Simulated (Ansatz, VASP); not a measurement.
**Al2Au: VASP beside Ansatz**

File POSCAR:

```
Al2Au
1.0
    0.0000000000      3.0247945128      3.0247945128
    3.0247945128      0.0000000000      3.0247945128
    3.0247945128      3.0247945128      0.0000000000
Al Au
2 1
Direct
    0.2500000000      0.2500000000      0.2500000000
    0.7500000000      0.7500000000      0.7500000000
    0.0000000000      0.0000000000      0.0000000000
```

INCAR.step1

```
ALGO     = Normal         # electronic algorithm
EDIFF    = 1E-4           # SCF threshold, eV
ENCUT    = 520            # plane-wave cutoff, eV
GGA      = PE             # functional
ISMEAR   = -1             # smearing method
LASPH    = True           # aspherical terms in the spheres
LCHARG   = False          # write CHGCAR
LREAL    = False          # projectors in reciprocal space
LWAVE    = True           # write WAVECAR
NBANDS   = 16             # bands
NELM     = 60             # most SCF steps
PREC     = Accurate       # precision mode
SIGMA    = 0.2            # smearing width, eV
```

File INCAR.step2:

```
ALGO     = Normal         # electronic algorithm
EDIFF    = 1E-6           # SCF threshold, eV
ENCUT    = 520            # plane-wave cutoff, eV
ISIF     = 2              # what is computed and relaxed
ISMEAR   = -1             # smearing method
ISTART   = 1            
IVDW     = 12             # dispersion correction
LASPH    = True           # aspherical terms in the spheres
LCHARG   = True           # write CHGCAR
LELF     = True           # ELF
LMIXTAU  = True         
LREAL    = False          # projectors in reciprocal space
LVHAR    = True         
LWAVE    = False          # write WAVECAR
METAGGA  = R2SCAN         # meta-GGA
NBANDS   = 16             # bands
NELM     = 60             # most SCF steps
PREC     = Accurate       # precision mode
SIGMA    = 0.2            # smearing width, eV
VDW_A1   = 0.49484001   
VDW_A2   = 5.73083694   
VDW_S6   = 1.0          
VDW_S8   = 0.78981345
```

File KPOINTS:

```
k-points
0
Gamma
  7 7 7
```

Input for Ansatz:

```yaml
crystal:
  lattice:
    - [0.0, 3.0247945128271567, 3.0247945128271567]
    - [3.0247945128271567, 0.0, 3.0247945128271567]
    - [3.0247945128271567, 3.0247945128271567, 0.0]
  atoms:
    - { symbol: Al, position: [0.25, 0.25, 0.25] }
    - { symbol: Al, position: [0.75, 0.75, 0.75] }
    - { symbol: Au, position: [0.0, 0.0, 0.0] }
accuracy: low
kpoints:
  mp_grid:
    grid: [7, 7, 7]
hamiltonian:
  xc: r2scan
  dispersion: d3bj
  pseudopotentials:
    kind: nc
scf:
  mixing:
    algorithm: msr1
    beta: 0.4
    ndim: 12
  occupations:
    method: fermi_dirac
    width: 0.2
```

Alike in both runs: task single point; functional r2SCAN; dispersion D3(BJ); k mesh 7 × 7 × 7; occupations fermi-dirac, width 0.2 eV; no spin polarisation.

```csv
,VASP,Ansatz
version,VASP 6.6.1,Ansatz 0.2.0
potentials or method,"VASP PAW PBE potentials, release 64 (Al, Au)","plane waves, norm-conserving potentials"
plane-wave cutoff (eV),520,1034
valence electrons in the cell,17,25
```

|  | VASP | Ansatz | Ansatz less VASP |
| --- | --- | --- | --- |
| dispersion energy (meV/atom) | -185.2 | -185.3 | -0.11 |

The two sets of potentials don't hold the same shells in valence. Ansatz warned: «dispersion_damping_borrowed».

 Spin-orbit coupling is left out, which matters for the levels of Au.
